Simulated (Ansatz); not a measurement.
The elements of this relaxed trial crystal are hidden behind letters.

```
lattice vectors (Å)
   6.1974    0.0000    0.0000
   0.0000    6.3488    0.0000
   0.0000    0.0000    5.6114
fractional positions
X 0.8379 0.1406 0.4249
X 0.8379 0.8594 0.9249
X 0.1621 0.8594 0.5751
X 0.1621 0.1406 0.0751
X 0.6621 0.3594 0.9249
X 0.3379 0.6406 0.0751
X 0.6621 0.6406 0.4249
X 0.3379 0.3594 0.5751
Z 0.1631 0.8570 0.9295
Z 0.8369 0.1430 0.0705
Z 0.1631 0.1430 0.4295
Z 0.8369 0.8570 0.5705
Z 0.3369 0.6430 0.4295
Z 0.3369 0.3570 0.9295
Z 0.6631 0.3570 0.5705
Z 0.6631 0.6430 0.0705
```

Theory: DFT PBE, scalar-relativistic, plane waves, PAW in Ansatz. Plane waves to 420 eV, a 6×4×6 mesh through Γ for the 16-atom cell and 0.02 eV Gaussian smearing; no spin polarisation.

- Space group: Pbcn (No. 60)
- Conventional cell: a = 6.197 Å, b = 6.349 Å, c = 5.611 Å
- Volume per atom: 13.80 Å³
- Density: 2.51 g/cm³
- Energy over the elements: −0.143 eV/atom
- Gap on the 6×4×6 mesh of the 16-atom cell: 1.29 eV

Energies are uncorrected and count from the elements' standard states at the same level.

Question: X is a p-block element of period 2 and Z is a p-block element of period 3. Which elements are they?

Answer: X = B, Z = P, so the formula is BP. Density times volume gives a mean mass of 2.51 × 13.80/1.6605 = 20.9 u per atom, and this set has 20.9 u. Among the elements that the hints allow, noble gases aside, only these give it. Around B lie 4 P at 1.93–2.02 Å; around P lie 4 B at 1.93–2.02 Å.

Kohn–Sham gaps at this level usually fall short of measured ones. A structure relaxed within its symmetry needn't be a true minimum.
